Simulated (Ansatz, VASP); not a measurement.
MgO in VASP and in Ansatz

INCAR

```
SYSTEM = MgO
PREC = Accurate
ENCUT = 520
EDIFF = 1E-7
ISMEAR = -1
SIGMA = 0.05
LREAL = .False.
LASPH = .True.
NELM = 80
ALGO = Normal
ISIF = 2
LWAVE = .False.
LCHARG = .False.
GGA = PE
NBANDS = 11
```

File KPOINTS:

```
Automatic mesh
0
Gamma
  15 15 15
  0 0 0
```

POSCAR

```
MgO
1.0
    0.0000000000      2.0667318240      2.0667318240
    2.0667318240      0.0000000000      2.0667318240
    2.0667318240      2.0667318240      0.0000000000
Mg O
1 1
Direct
    0.0000000000      0.0000000000      0.0000000000
    0.2500000000      0.2500000000      0.2500000000
```

Input for Ansatz:

```yaml
crystal:
  lattice:
    - [0.0, 2.066731824, 2.066731824]
    - [2.066731824, 0.0, 2.066731824]
    - [2.066731824, 2.066731824, 0.0]
  atoms:
    - { symbol: Mg, position: [0.0, 0.0, 0.0] }
    - { symbol: O, position: [0.25, 0.25, 0.25] }
kpoints:
  mp_grid: { grid: [15, 15, 15] }
scf:
  occupations: { method: fermi_dirac, width: 0.05 }
hamiltonian:
  xc: pbe
  pseudopotentials: { kind: all_electron, lapw: { basis_error: 0.001 } }
output:
  forces: true
  stress: true
  eigenvalues: true
  populations: true
```

Change from the starting cell: volume scaled by 0.72, LAPW.

Alike in both runs: task single point; functional PBE; k mesh 15 × 15 × 15; occupations fermi-dirac, width 0.05 eV; no spin polarisation.

|  | VASP | Ansatz |
| --- | --- | --- |
| version | VASP 6.6.1 | Ansatz 0.2.0 |
| potentials or method | VASP PAW PBE potentials, release 64 (Mg, O) | all-electron LAPW, scalar-relativistic |
| plane-wave cutoff (eV) | 520 | see its input |

Ansatz gave:

| Quantity | Value |
| --- | --- |
| gap on the k mesh at the Fermi level (eV) | 5.59 |
| pressure (GPa) | 72.6 |

**Question.** What did VASP give for the same quantities?

**Answer.** gap on the k mesh at the Fermi level (eV): 5.59; pressure (GPa): 74.0.

Ansatz ran all-electron here, so the differences hold the error of VASP's frozen core and of both bases.

Caveats: the cell as given lies far from equilibrium; so large a pressure means that the cell lies far from this level's equilibrium, or that cutoff or potentials fall short (VASP); an odd mesh through Γ misses points on the zone boundary, where band edges often lie.
